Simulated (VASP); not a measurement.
# Cu (Fm-3m) in VASP: notebook

The runs below take Cu through single point, with PBE.

Program: VASP 6.6.1. These are calculated values, not measurements. Logs are shortened: lines on timing, memory, paths and dates and some standing lists are left out, and cuts for length are marked.

## 1. Starting point

The structure is cubic, space group Fm-3m (No. 225). The conventional cell has a = 3.615 Å, b = 3.615 Å, c = 3.615 Å, α = 90.00°, β = 90.00°, γ = 90.00°. Around Cu (site symmetry m-3m) lie 12 Cu at 2.56 Å.

## 2. Single point, PBE

INCAR reads:

```
SYSTEM = Cu
ALGO = Fast
EDIFF = 1E-7
ENCUT = 350
GGA = PE
ISIF = 2
ISMEAR = 0
LASPH = .TRUE.
LCHARG = .FALSE.
LREAL = .FALSE.
LWAVE = .FALSE.
NELM = 60
PREC = Accurate
SIGMA = 0.1
```

KPOINTS reads:

```
k-points
0
G
  14 14 14
  0 0 0
```

POSCAR reads:

```
Cu
1.0
    0.0000000000      1.8075000000      1.8075000000
    1.8075000000      0.0000000000      1.8075000000
    1.8075000000      1.8075000000      0.0000000000
Cu
1
Direct
    0.0000000000      0.0000000000      0.0000000000
```

Potentials or basis: VASP PAW PBE potentials, release 64 (Cu).

Run with:

```console
$ cat potpaw_PBE.64/Cu/POTCAR > POTCAR
$ mpirun -np 1 vasp_std > vasp.out
```

OUTCAR:

```text
SYSTEM = Cu
   EDIFF = 1E-7
   ENCUT = 350
   GGA = PE
   ISIF = 2
   ISMEAR = 0
   LASPH = .TRUE.
   LREAL = .FALSE.
   NELM = 60
   PREC = Accurate

 ion  position               nearest neighbor table
   1  0.000  0.000  0.000-

  LATTYP: Found a face centered cubic cell.
 ALAT       =     3.6150000000

  Lattice vectors:

 A1 = (   0.0000000000,   1.8075000000,   1.8075000000)
 A2 = (   1.8075000000,   0.0000000000,   1.8075000000)
 A3 = (   1.8075000000,   1.8075000000,   0.0000000000)

Analysis of symmetry for initial positions (statically):
=====================================================================
 Subroutine PRICEL returns:
 Original cell was already a primitive cell.

 Routine SETGRP: Setting up the symmetry group for a
 face centered cubic supercell.

 Subroutine GETGRP returns: Found 48 space group operations
 (whereof 48 operations were pure point group operations)
 out of a pool of 48 trial point group operations.

The static configuration has the point symmetry O_h .

Analysis of symmetry for dynamics (positions and initial velocities):
=====================================================================
 Subroutine PRICEL returns:
 Original cell was already a primitive cell.

 Routine SETGRP: Setting up the symmetry group for a
 face centered cubic supercell.

 Subroutine GETGRP returns: Found 48 space group operations
 (whereof 48 operations were pure point group operations)
 out of a pool of 48 trial point group operations.

The dynamic configuration has the point symmetry O_h .

 Subroutine INISYM returns: Found 48 space group operations
 (whereof 48 operations are pure point group operations),
 and found     1 'primitive' translations

----------------------------------------------------------------------------------------

                                     Primitive cell

  volume of cell :      11.8104

  direct lattice vectors                    reciprocal lattice vectors
     0.000000000  1.807500000  1.807500000    -0.276625173  0.276625173  0.276625173
     1.807500000  0.000000000  1.807500000     0.276625173 -0.276625173  0.276625173
     1.807500000  1.807500000  0.000000000     0.276625173  0.276625173 -0.276625173

  length of vectors
[... 81 lines left out ...]
   LREAL  =      F    real-space projection
   EDIFFG = 0.1E-05   stopping-criterion for IOM
   NSW    =      0    number of steps for IOM
   IBRION =     -1    ionic relax: 0-MD 1-quasi-New 2-CG
   NFREE  =      0    steps in history (QN), initial steepest desc. (CG)
   ISIF   =      2    stress and relaxation
   ISYM   =      2    0-nonsym 1-usesym 2-fastsym
   POTIM  = 0.5000    time-step for ionic-motion
   TEBEG  =    0.0;   TEEND  =   0.0 temperature during run
   PSTRESS=    0.0 pullay stress
   NELECT =      11.0000    total number of electrons
   NUPDOWN=      -1.0000    fix difference up-down
   EMIN   =  10.00;   EMAX   =-10.00  energy-range for DOS
   EFERMI =   0.00;   METHOD = LEGACY
   ISMEAR =     0;   SIGMA  =   0.10  broadening in eV -4-tet -1-fermi 0-gaus
   EFERMI_NEDOS =   21; number of points for ismear=-14 and -15
   IALGO  =     68    algorithm
   IMIX   =      4    mixing-type and parameters
     AMIX     =   0.40;   BMIX     =  1.00
     AMIX_MAG =   1.60;   BMIX_MAG =  1.00
  volume/ion in A,a.u.               =      11.81        79.70
  Fermi-wavevector in a.u.,A,eV,Ry     =   1.598763  3.021224 34.777078  2.556043
  Thomas-Fermi vector in A             =   2.696162
   LORBIT       =      0    0 simple, 1 ext, 2 COOP (PROOUT), +10 PAW based schemes
   GGA     = PE    functional components
   LHFCALC =     F    Hartree Fock is set to
   AEXX    =    0.0000 exact exchange contribution
   IVDW    =     0    specifies the selected vdW correction
   LEPSILON=     F    determine dielectric tensor
   LRPA    =     F    only Hartree local field effects (RPA)
 non-spin polarized calculation
 RMM-DIIS sequential band-by-band and
 Gauss-broadening in eV      SIGMA  =   0.10
  energy-cutoff  :      350.00
  volume of cell :       11.81
 maximum number of plane-waves:       190
   NGX =  7   NGY =  7   NGZ =  7

 number of electron      10.9999992 magnetization

 Free energy of the ion-electron system (eV)
  ---------------------------------------------------
  ext. energy  EPLUGINS =         0.00000000
  ---------------------------------------------------
  free energy    TOTEN  =        -3.73359753 eV

  energy without entropy =       -3.73223712  energy(sigma->0) =       -3.73291733

 E-fermi :   7.5413     XC(G=0): -12.7276

 val. band max:        7.4615427788   @ k =   0.5000   0.2857   0.1429
 cond. band min:       7.5972723799   @ k =   0.5000   0.2143   0.0714
 fundamental gap:      0.1357296011
 Fermi energy:         7.5413370490

 k-point     1 :       0.0000    0.0000    0.0000
  band No.  band energies     occupation
      1      -1.7690      2.00000
      2       4.5651      2.00000
      3       4.5651      2.00000
      4       4.5651      2.00000
      5       5.3873      2.00000
      6       5.3873      2.00000
      7      30.1806      0.00000
      8      32.8197      0.00000
      9      32.8198      0.00000
[... 265 lines left out ...]
 k-point    24 :       0.2857    0.1429    0.0000
  band No.  band energies     occupation
      1       0.7517      2.00000
      2       4.0498      2.00000
      3       4.7140      2.00000
      4       4.9403      2.00000
      5       5.4119      2.00000
      6       5.6643      2.00000
      7      21.1095      0.00000
      8      26.3168      0.00000
      9      27.7144      0.00000

 [... further k-points ...]

------------------------ aborting loop because EDIFF is reached ----------------------------------------

  FORCE on cell =-STRESS in cart. coord.  units (eV):
  Direction    XX          YY          ZZ          XY          YZ          ZX
  --------------------------------------------------------------------------------------
  -------------------------------------------------------------------------------------
  Total        0.1947252      0.1947252      0.1947252      0.0000000      0.0000000      0.0000000
  in kB       26.4160446     26.4160446     26.4160446      0.0000000      0.0000000      0.0000000
  external PRESSURE =      26.4160446 kB  Pullay stress =       0.0000000 kB

 VOLUME and BASIS-vectors are now :
 -----------------------------------------------------------------------------
  energy-cutoff  :      350.00
  volume of cell :       11.81
      direct lattice vectors                 reciprocal lattice vectors
     0.000000000  1.807500000  1.807500000    -0.276625173  0.276625173  0.276625173
     1.807500000  0.000000000  1.807500000     0.276625173 -0.276625173  0.276625173
     1.807500000  1.807500000  0.000000000     0.276625173  0.276625173 -0.276625173

 POSITION                                       TOTAL-FORCE (eV/Angst)
 -----------------------------------------------------------------------------------
      0.00000      0.00000      0.00000         0.000000      0.000000     -0.000000
 -----------------------------------------------------------------------------------
    total drift:                                0.000000     -0.000000     -0.000000

  FREE ENERGIE OF THE ION-ELECTRON SYSTEM (eV)
  ---------------------------------------------------
  free  energy   TOTEN  =        -3.7335975287 eV

  energy  without entropy=       -3.7322371241  energy(sigma->0) =       -3.73291733
```

stdout:

```text
POSCAR found type information on POSCAR Cu
 POSCAR found :  1 types and       1 ions
 scaLAPACK will be used
 LDA part: xc-table for (Slater+PW92), standard interpolation
 POSCAR, INCAR and KPOINTS ok, starting setup
 FFT: planning ... GRIDC
 FFT: planning ... GRID_SOFT
 FFT: planning ... GRID
 WAVECAR not read
 entering main loop
```

It took 4.4 s on 1 thread of Intel Xeon Platinum 8488C (Sapphire Rapids), shared host; peak memory 0.11 GiB.

Results:

| Quantity | Value |
| --- | --- |
| Free energy | -3.7336 eV |
| Pressure | 2.6 GPa |
| Band gap on the k mesh | none (metal or under the smearing width) |

Levels at points of the mesh, in eV from the Fermi level:
```csv
k point,band 2,band 3,band 4,band 5,band 6,band 7,band 8,band 9
"(0.00, 0.00, 0.00)",-2.98,-2.98,-2.98,-2.15,-2.15,22.64,25.28,25.28
"(0.50, 0.00, 0.00)",-3.01,-3.01,-1.59,-1.59,-0.96,3.80,21.13,22.11
"(0.50, 0.50, 0.00)",-4.37,-1.61,-1.44,-1.44,1.54,7.16,13.12,13.12
```

Caveat: the cutoff is under 1.25 times the usual one of these potentials, so pressure, stress and relaxed cells hold a basis-set (Pulay) error.

## 3. Single point, PBE

Changes to INCAR since step 2:

```diff
@@ -3,3 +3,3 @@
 EDIFF = 1E-7
-ENCUT = 350
+ENCUT = 400
 GGA = PE
```

KPOINTS is that of step 2.

POSCAR is that of step 2.

Potentials or basis: VASP PAW PBE potentials, release 64 (Cu).

Run with:

```console
$ cat potpaw_PBE.64/Cu/POTCAR > POTCAR
$ mpirun -np 1 vasp_std > vasp.out
```

Run time: 7.9 s. Hardware: 1 thread of Intel Xeon Platinum 8488C (Sapphire Rapids), shared host; peak memory 0.12 GiB.

It converged, with:

```
Free energy            : -3.7285 eV
Pressure               : 1.9 GPa
Band gap on the k mesh : none (metal or under the smearing width)
```

Levels at points of the mesh, in eV from the Fermi level:
| k point | band 4 | band 5 | band 6 | band 7 | band 8 | band 9 |
| --- | --- | --- | --- | --- | --- | --- |
| (0.00, 0.00, 0.00) | -2.98 | -2.15 | -2.15 | 22.64 | 25.28 | 25.28 |
| (0.50, 0.00, 0.00) | -1.59 | -1.59 | -0.96 | 3.80 | 21.13 | 22.11 |
| (0.50, 0.50, 0.00) | -1.45 | -1.45 | 1.54 | 7.16 | 13.12 | 13.12 |

## 4. Single point, PBE

Changes to INCAR since step 3:

```diff
@@ -3,3 +3,3 @@
 EDIFF = 1E-7
-ENCUT = 400
+ENCUT = 450
 GGA = PE
```

KPOINTS is that of step 3.

POSCAR is that of step 3.

Run with:

```console
$ cat potpaw_PBE.64/Cu/POTCAR > POTCAR
$ mpirun -np 1 vasp_std > vasp.out
```

Run time: 8 s. Hardware: 1 thread of Intel Xeon Platinum 8488C (Sapphire Rapids), shared host; peak memory 0.11 GiB.

Results (log left out):

| Property | Result |
| --- | --- |
| Free energy | -3.7267 eV |
| Pressure | 2.0 GPa |
| Band gap on the k mesh | none (metal or under the smearing width) |

Levels at points of the mesh, in eV from the Fermi level:
```
           k point  band 4  band 5  band 6  band 7  band 8  band 9
(0.00, 0.00, 0.00)   -2.98   -2.16   -2.16   22.64   25.28   25.28
(0.50, 0.00, 0.00)   -1.59   -1.59   -0.96    3.80   21.13   22.12
(0.50, 0.50, 0.00)   -1.45   -1.45    1.54    7.16   13.13   13.13
```

## 5. Single point, PBE

Changes to INCAR since step 4:

```diff
@@ -3,3 +3,3 @@
 EDIFF = 1E-7
-ENCUT = 450
+ENCUT = 520
 GGA = PE
```

KPOINTS is that of step 4.

POSCAR is that of step 4.

Run with:

```console
$ cat potpaw_PBE.64/Cu/POTCAR > POTCAR
$ mpirun -np 1 vasp_std > vasp.out
```

Run time: 9.2 s. Hardware: 1 thread of Intel Xeon Platinum 8488C (Sapphire Rapids), shared host; peak memory 0.12 GiB.

Results (log left out):

```
Free energy            : -3.7273 eV
Pressure               : 2.7 GPa
Band gap on the k mesh : none (metal or under the smearing width)
```

Levels at points of the mesh, in eV from the Fermi level:
```tsv
k point	band 4	band 5	band 6	band 7	band 8	band 9
(0.00, 0.00, 0.00)	-2.98	-2.16	-2.16	22.64	25.28	25.28
(0.50, 0.00, 0.00)	-1.59	-1.59	-0.96	3.80	21.13	22.12
(0.50, 0.50, 0.00)	-1.45	-1.45	1.54	7.16	13.13	13.13
```

## 6. Single point, PBE

Changes to INCAR since step 5:

```diff
@@ -3,3 +3,3 @@
 EDIFF = 1E-7
-ENCUT = 520
+ENCUT = 600
 GGA = PE
```

KPOINTS is that of step 5.

POSCAR is that of step 5.

Potentials or basis: VASP PAW PBE potentials, release 64 (Cu).

Run with:

```console
$ cat potpaw_PBE.64/Cu/POTCAR > POTCAR
$ mpirun -np 1 vasp_std > vasp.out
```

It took 9.6 s on 1 thread of Intel Xeon Platinum 8488C (Sapphire Rapids), shared host; peak memory 0.13 GiB.

It converged, with:

```
Free energy            : -3.7274 eV
Pressure               : 2.8 GPa
Band gap on the k mesh : none (metal or under the smearing width)
```

Levels at points of the mesh, in eV from the Fermi level:
```tsv
k point	band 2	band 3	band 4	band 5	band 6	band 7	band 8	band 9
(0.00, 0.00, 0.00)	-2.98	-2.98	-2.98	-2.16	-2.16	22.64	25.28	25.28
(0.50, 0.00, 0.00)	-3.01	-3.01	-1.59	-1.59	-0.96	3.80	21.13	22.12
(0.50, 0.50, 0.00)	-4.37	-1.61	-1.45	-1.45	1.54	7.16	13.13	13.13
```

[end of part 1 of 2]
